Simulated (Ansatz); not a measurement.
## Cs (simple cubic): energy against volume

The calculation used Ansatz, DFT, RPBE, plane waves (420 eV) with PAW, scalar-relativistic. The PAW files were generated under PBE, with cores re-solved for the functional.

The cell is scaled uniformly from the relaxed one, with fractional coordinates and shape fixed. Energies are extrapolated to zero smearing, pressures are those at the given smearing. Magnetic state: spin not included.

A Birch-Murnaghan fit gives V₀ = 144.27 Å³/atom, B₀ = 1.3 GPa, B₀′ = 3.8.

What are the energy above the minimum and the pressure at 148.686 Å³/atom?

0.5 meV/atom and -0.04 GPa as computed.

What are the energy above the minimum and the pressure at 154.405 Å³/atom?

2.6 meV/atom and -0.07 GPa as computed.

What are the energy above the minimum and the pressure at 160.123 Å³/atom?

6.0 meV/atom and -0.11 GPa as computed.
